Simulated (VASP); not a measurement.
# LiH (P-3m1) in VASP: notebook, part 2 of 2

VASP 6.6.1. Earlier steps stand in the parts before.

### 4 Relaxation of cell and atoms, LDA, target pressure 10 GPa, at which the enthalpy is minimised

Input file INCAR:

```
SYSTEM = LiH
PREC = Accurate
ENCUT = 600
EDIFF = 1E-6
ISMEAR = -1
SIGMA = 0.05
LREAL = .FALSE.
LASPH = .TRUE.
NELM = 100
ALGO = Normal
ISIF = 3
LWAVE = .FALSE.
LCHARG = .FALSE.
GGA = CA
IBRION = 2
NSW = 40
EDIFFG = -0.01
PSTRESS = 100
```

Input file KPOINTS:

```
regular mesh
0
G
  8 8 3
  0 0 0
```

Input file POSCAR:

```
LiH
1.0
    2.8125500000      0.0000000000      0.0000000000
   -1.4062700000      2.4357400000      0.0000000000
    0.0000000000      0.0000000000     11.8418100000
Li H
5 5
Direct
    0.0000000000      0.0000000000      0.7929800000
    0.0000000000      0.0000000000      0.0000000000
    0.0000000000      0.0000000000      0.2070200000
    0.3333300000      0.6666700000      0.4023000000
    0.6666700000      0.3333300000      0.5977000000
    0.3333300000      0.6666700000      0.6954100000
    0.6666700000      0.3333300000      0.8965800000
    0.3333300000      0.6666700000      0.1034200000
    0.6666700000      0.3333300000      0.3045900000
    0.0000000000      0.0000000000      0.5000000000
```

Run with:

```sh
cat potpaw_LDA.64/Li_sv/POTCAR potpaw_LDA.64/H/POTCAR > POTCAR
mpirun -np 1 vasp_std > vasp.out
```

Run time: 4.7 min. Hardware: 1 thread of Intel Xeon Platinum 8488C (Sapphire Rapids), shared host; peak memory 0.22 GiB.

The run converged. Its results:

| Item | Value |
| --- | --- |
| Free energy | -31.9279 eV |
| Relaxed volume | 6.24 Å³/atom |
| Relaxed cell | a = 2.572 Å, b = 2.572 Å, c = 10.882 Å, α = 90.00°, β = 90.00°, γ = 120.00° |
| Space group after relaxing (to 0.05 Å) | P-3m1 (No. 164) |
| Energy change on relaxing (the enthalpy is what falls) | +27.9 meV/atom |
| Ionic steps | 8 |
| Pressure after relaxing | 10.0 GPa |
| Largest force after relaxing | 0.005 eV/Å |
| Band gap on the k mesh | 3.02 eV, direct |

Forces in eV/Å, atoms in the order of the input:
```
Li   0.000  0.000  0.001
Li   0.000  0.000  0.000
Li   0.000  0.000 -0.001
Li   0.000  0.000 -0.003
Li   0.000  0.000  0.003
H    0.000  0.000  0.005
H    0.000  0.000  0.005
H    0.000  0.000 -0.005
H    0.000  0.000 -0.005
H    0.000  0.000  0.000
```

The path:
| step | energy change (eV) | largest force (eV/Å) | pressure (GPa) | volume (Å³) |
| --- | --- | --- | --- | --- |
| 1 | 0.0000 | 0.0129 | -2.83 | 81.12 |
| 2 | -0.0571 | 0.0032 | 0.61 | 73.74 |
| 3 | 0.1222 | 0.0198 | 6.83 | 65.39 |
| 4 | 0.3018 | 0.0326 | 10.43 | 62.02 |
| 5 | 0.2779 | 0.0311 | 9.96 | 62.40 |
| 6 | 0.2778 | 0.0144 | 9.97 | 62.39 |
| 7 | 0.2780 | 0.0104 | 9.97 | 62.39 |
| 8 | 0.2792 | 0.0052 | 9.99 | 62.37 |

Final structure:
```
CELL_PARAMETERS angstrom
2.57249 0.00000 0.00000
-1.28624 2.22784 0.00000
0.00000 0.00000 10.88211
ATOMIC_POSITIONS crystal
Li 0.00000 0.00000 0.79323
Li 0.00000 0.00000 0.00000
Li 0.00000 0.00000 0.20677
Li 0.33333 0.66667 0.40234
Li 0.66667 0.33333 0.59766
H 0.33333 0.66667 0.69536
H 0.66667 0.33333 0.89654
H 0.33333 0.66667 0.10346
H 0.66667 0.33333 0.30464
H 0.00000 0.00000 0.50000
```

Levels at points of the mesh, in eV from the valence-band top:
| k point | band 6 | band 7 | band 8 | band 9 | band 10 | band 11 | band 12 | band 13 | band 14 | band 15 |
| --- | --- | --- | --- | --- | --- | --- | --- | --- | --- | --- |
| (0.00, 0.00, 0.00) | -6.50 | -5.84 | -5.79 | -4.33 | -4.21 | 5.96 | 6.20 | 11.96 | 12.02 | 16.71 |
| (0.50, 0.00, 0.00) | -3.39 | -3.27 | -1.75 | -1.74 | 0.00 | 3.02 | 4.47 | 4.49 | 5.56 | 5.91 |
| (0.50, 0.50, 0.00) | -3.39 | -3.27 | -1.75 | -1.74 | 0.00 | 3.02 | 4.47 | 4.49 | 5.56 | 5.91 |

Caveat: the cutoff is under 1.25 times the usual one of these potentials, so pressure, stress and relaxed cells hold a basis-set (Pulay) error; the cell is relaxed towards a set pressure, so the enthalpy falls and the energy may rise; the volume moved by over 15 % at a fixed basis, so the end points are rough; an odd mesh through Γ misses points on the zone boundary, where band edges often lie. A hybrid or GW would open this gap; LDA tends to underestimate it.

### 5 Relaxation of cell and atoms, LDA, target pressure 20 GPa, at which the enthalpy is minimised

Edit INCAR of step 4 so:

```diff
@@ -17,2 +17,2 @@
 EDIFFG = -0.01
-PSTRESS = 100
+PSTRESS = 200
```

KPOINTS is that of step 4.

POSCAR is that of step 4.

Run with:

```sh
cat potpaw_LDA.64/Li_sv/POTCAR potpaw_LDA.64/H/POTCAR > POTCAR
mpirun -np 1 vasp_std > vasp.out
```

Run time: 5 min. Hardware: 1 thread of Intel Xeon Platinum 8488C (Sapphire Rapids), shared host; peak memory 0.22 GiB.

Results (log left out):

| Quantity | Value |
| --- | --- |
| Free energy | -31.3022 eV |
| Relaxed volume | 5.55 Å³/atom |
| Relaxed cell | a = 2.472 Å, b = 2.472 Å, c = 10.488 Å, α = 90.00°, β = 90.00°, γ = 120.00° |
| Space group after relaxing (to 0.05 Å) | P-3m1 (No. 164) |
| Energy change on relaxing (the enthalpy is what falls) | +90.5 meV/atom |
| Ionic steps | 9 |
| Pressure after relaxing | 20.0 GPa |
| Largest force after relaxing | 0.010 eV/Å |
| Band gap on the k mesh | 2.92 eV, direct |

Forces in eV/Å, atoms in the order of the input:
```
Li   0.000  0.000  0.010
Li   0.000  0.000  0.000
Li   0.000  0.000 -0.010
Li   0.000  0.000 -0.004
Li   0.000  0.000  0.004
H    0.000  0.000  0.008
H    0.000  0.000  0.005
H    0.000  0.000 -0.005
H    0.000  0.000 -0.008
H    0.000  0.000  0.000
```

The path:
| step | energy change (eV) | largest force (eV/Å) | pressure (GPa) | volume (Å³) |
| --- | --- | --- | --- | --- |
| 1 | 0.0000 | 0.0129 | -2.83 | 81.12 |
| 2 | 0.0222 | 0.0077 | 4.28 | 68.30 |
| 3 | 0.5407 | 0.0391 | 14.48 | 58.93 |
| 4 | 0.9538 | 0.0577 | 20.75 | 55.14 |
| 5 | 0.8961 | 0.0552 | 19.88 | 55.59 |
| 6 | 0.8959 | 0.0235 | 19.90 | 55.59 |
| 7 | 0.8964 | 0.0213 | 19.90 | 55.58 |
| 8 | 0.9020 | 0.0113 | 19.98 | 55.54 |
| 9 | 0.9049 | 0.0097 | 20.02 | 55.51 |

Final structure:
```
CELL_PARAMETERS angstrom
2.47213 0.00000 0.00000
-1.23606 2.14092 0.00000
0.00000 0.00000 10.48837
ATOMIC_POSITIONS crystal
Li 0.00000 0.00000 0.79350
Li 0.00000 0.00000 0.00000
Li 0.00000 0.00000 0.20650
Li 0.33333 0.66667 0.40229
Li 0.66667 0.33333 0.59771
H 0.33333 0.66667 0.69546
H 0.66667 0.33333 0.89666
H 0.33333 0.66667 0.10334
H 0.66667 0.33333 0.30454
H 0.00000 0.00000 0.50000
```

Levels at points of the mesh, in eV from the valence-band top:
| k point | band 6 | band 7 | band 8 | band 9 | band 10 | band 11 | band 12 | band 13 | band 14 | band 15 |
| --- | --- | --- | --- | --- | --- | --- | --- | --- | --- | --- |
| (0.00, 0.00, 0.00) | -6.96 | -6.31 | -6.28 | -4.86 | -4.70 | 6.34 | 6.59 | 12.67 | 12.73 | 18.08 |
| (0.50, 0.00, 0.00) | -3.81 | -3.72 | -2.01 | -1.99 | 0.00 | 2.92 | 4.57 | 4.59 | 5.87 | 6.20 |
| (0.50, 0.50, 0.00) | -3.81 | -3.72 | -2.01 | -1.99 | 0.00 | 2.92 | 4.57 | 4.59 | 5.87 | 6.20 |

Caveat: the cutoff is under 1.25 times the usual one of these potentials, so pressure, stress and relaxed cells hold a basis-set (Pulay) error; the cell is relaxed towards a set pressure, so the enthalpy falls and the energy may rise; the volume moved by over 15 % at a fixed basis, so the end points are rough; an odd mesh through Γ misses points on the zone boundary, where band edges often lie.

### 6 The runs side by side

```csv
cell,target pressure,gap on the mesh (eV),pressure (GPa),largest force (eV/Å)
relaxed to 2 GPa,2 GPa,3.09,1.9,0.01
relaxed to 5 GPa,5 GPa,3.06,5.0,0.01
relaxed to 10 GPa,10 GPa,3.02,10.0,0.01
relaxed to 20 GPa,20 GPa,2.92,20.0,0.01
```

Alike in all rows: task relaxation of cell and atoms; level LDA; potentials or basis VASP PAW LDA potentials, release 64 (Li_sv, H); no spin polarisation; k mesh 8 × 8 × 3; cutoff (eV) 600; smearing fermi-dirac 0.05 eV.

Caveats: the cutoff is under 1.25 times the usual one of these potentials, so pressure, stress and relaxed cells hold a basis-set (Pulay) error; the cell is relaxed towards a set pressure, so the enthalpy falls and the energy may rise; an odd mesh through Γ misses points on the zone boundary, where band edges often lie; the volume moved by over 15 % at a fixed basis, so the end points are rough (some runs).

Absolute energies hang on the potentials; compare differences alone.
